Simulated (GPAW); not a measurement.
MgO:

```
CELL_PARAMETERS angstrom
2.93802 0.00000 0.00000
-1.46901 2.54440 0.00000
0.00000 0.00000 2.67968
ATOMIC_POSITIONS crystal
Mg 0.00000 0.00000 0.00000
O 0.33333 0.66667 0.50000
```

Measurements of this composition are mostly on another form, of space group No. 225.

Base run:

- Program: GPAW 26.7.0
- Functional: PBE
- Potentials or basis: GPAW PAW data sets (gpaw-data 1.2.1)
- Cutoff: 600 eV
- Basis: pw
- k mesh: 8 × 8 × 8
- Occupations: fermi-dirac, width 0.05 eV
- Spin: no spin polarisation

Its results: band gap on the k mesh 3.04 eV, indirect (least direct gap 3.43 eV).

Question: The run is repeated on the same cell with these changes: functional from PBE to TB-mBJ; potentials or basis from GPAW PAW data sets (gpaw-data 1.2.1) to GPAW PAW data sets for LDA (gpaw-data 1.2.1); cutoff from 600 eV to 800 eV. What comes out?

Answer: Band gap on the k mesh 5.23 eV, indirect (least direct gap 5.57 eV).

Caveats: a model potential gives levels but no total energy (some runs).

A k mesh can miss the band edges.
